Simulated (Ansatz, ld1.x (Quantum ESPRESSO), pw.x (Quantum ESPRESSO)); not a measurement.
niobium: does the RRKJ potential hold in the solid?

```
Element                 : niobium
Generator               : ld1.x (Quantum ESPRESSO) 7.5
Type                    : norm-conserving RRKJ (Kleinman–Bylander form)
Functional              : PBE
Relativity              : scalar-relativistic
Frozen core             : [Kr]
Valence charge          : 5
Reference configuration : 4d4 5s1 5p0
Partial waves           : 5p (bound, empty): rc 2.90 bohr; 4d (bound): rc 2.05 bohr; 5s (bound): rc 2.40 bohr
Local potential         : the s channel
Core correction         : none
rho0                    : 0.001
```

Atomic tests: cutoffs needed: 30 Ry and 35 Ry (the cutoffs (Ry, on a coarse ladder) from which the occupation-weighted sum of valence levels, in a spherical-Bessel basis at the reference potential, stays within 10 and 1 mRy of its value at 400 Ry); ghost test: no extra level below or beside the all-electron valence levels (p, d, s, f tested) (spherical-Bessel basis up to 400 Ry, 20 bohr box); largest excitation error: +100 meV (all-electron minus pseudo) for 4d1 5s0 5p0, out of 7 test configurations.

Crystal test: fcc Nb in pw.x 7.5, no spin, 13³ k-points, Fermi–Dirac smearing 0.01 Ry, cutoffs 45/180 Ry. The reference is all-electron LAPW (Ansatz 0.2.0) with the same functional, mesh and smearing; V0 and B0 come from Birch–Murnaghan fits to the pressures at five volumes. Errors are pseudo minus all-electron; Δ is the rms difference of the E(V) curves that follow from these fits, minima aligned, over ±6 % about the mean V0. Mesh and smearing are coarse, so the numbers serve the comparison and aren't converged zero-temperature values; the lattice is a test structure that the element need not adopt.

All-electron: a0 = 4.221 Å (V0 = 18.81 Å³/atom), B0 = 163.2 GPa.

Question: How far does the potential miss the all-electron equation of state?

Answer: mean pressure error (GPa): +9.70. The pressure does not cross zero within the volumes sampled, so no fit is given. This is a poor potential for the solid.

```tsv
V (Å³/atom)	P all-electron (GPa)	P pseudo (GPa)
17.835	9.53	20.80
18.305	4.63	15.04
18.774	0.27	9.90
19.243	-3.60	5.31
19.713	-7.05	1.21
```

Question: At the middle volume, how do free energy and pressure move when the wave cutoff is lowered (ecutrho kept at four times it)?

Answer:

| cutoff (Ry) | shift of F (meV/atom) | shift of P (GPa) |
| --- | --- | --- |
| 20 | +1812.6 | -52.15 |
| 27 | +148.9 | -8.42 |
| 36 | +3.3 | -0.26 |

Input at the middle volume:

```
&control
  calculation='scf', prefix='x', pseudo_dir='./', outdir='./tmp', tstress=.true., disk_io='none'
/
&system
  ibrav=0, nat=1, ntyp=1, ecutwfc=45, ecutrho=180, nbnd=9,
  occupations='smearing', smearing='fd', degauss=0.01
/
&electrons
  conv_thr=1e-09, mixing_beta=0.4, electron_maxstep=70
/
ATOMIC_SPECIES
Nb 1.0 Nb.UPF
CELL_PARAMETERS angstrom
  0.00000000 2.10948094 2.10948094
  2.10948094 0.00000000 2.10948094
  2.10948094 2.10948094 0.00000000
ATOMIC_POSITIONS crystal
Nb 0.0000 0.0000 0.0000
K_POINTS automatic
13 13 13 0 0 0
```

```bash
pw.x < Nb.scf.in > Nb.scf.out
```

Lines of the output:

```
Message from routine setup:
     using ibrav=0 with symmetry is DISCOURAGED, use correct ibrav instead
     lattice parameter (alat)  =       5.6375  a.u.
     unit-cell volume          =     126.6932 (a.u.)^3
     number of electrons       =         5.00
     number of Kohn-Sham states=            9
     kinetic-energy cutoff     =      45.0000  Ry
     charge density cutoff     =     180.0000  Ry
     scf convergence threshold =      1.0E-09
     Exchange-correlation= PBE
     number of k points=    84  Fermi-Dirac smearing, width (Ry)=  0.0100
     iteration #  1     ecut=    45.00 Ry     beta= 0.40
     total energy              =     -10.29890821 Ry
     estimated scf accuracy    <       0.07766916 Ry
     iteration #  2     ecut=    45.00 Ry     beta= 0.40
     total energy              =     -10.29467902 Ry
     estimated scf accuracy    <       0.01591633 Ry
     iteration #  3     ecut=    45.00 Ry     beta= 0.40
     total energy              =     -10.29682854 Ry
     estimated scf accuracy    <       0.00012244 Ry
     iteration #  4     ecut=    45.00 Ry     beta= 0.40
     total energy              =     -10.29686308 Ry
     estimated scf accuracy    <       0.00005457 Ry
     iteration #  5     ecut=    45.00 Ry     beta= 0.40
     total energy              =     -10.29687236 Ry
     estimated scf accuracy    <       0.00000424 Ry
     iteration #  6     ecut=    45.00 Ry     beta= 0.40
     total energy              =     -10.29687294 Ry
     estimated scf accuracy    <       0.00000009 Ry
     iteration #  7     ecut=    45.00 Ry     beta= 0.40
     total energy              =     -10.29687296 Ry
     estimated scf accuracy    <          8.8E-09 Ry
     iteration #  8     ecut=    45.00 Ry     beta= 0.40
     total energy              =     -10.29687296 Ry
     estimated scf accuracy    <       0.00000002 Ry
     iteration #  9     ecut=    45.00 Ry     beta= 0.40
     the Fermi energy is    11.0129 ev
!    total energy              =     -10.29687296 Ry
     estimated scf accuracy    <          4.0E-11 Ry
     smearing contrib. (-TS)   =      -0.00692724 Ry
     The total energy is F=E-TS. E is the sum of the following terms:
     one-electron contribution =       7.00969875 Ry
     hartree contribution      =       0.15607180 Ry
     xc contribution           =      -3.07892992 Ry
     ewald contribution        =     -14.37678635 Ry
     convergence has been achieved in   9 iterations
          total   stress  (Ry/bohr**3)                   (kbar)     P=       99.00
     Message from routine punch:
     Nothing written, as per user request (disk_io='none')
```

The run at the middle volume (84 k-points, 9 iterations) took about 5.2 s on one core of a shared host (Neoverse-V1, 32 threads, 247 GiB, load 33).
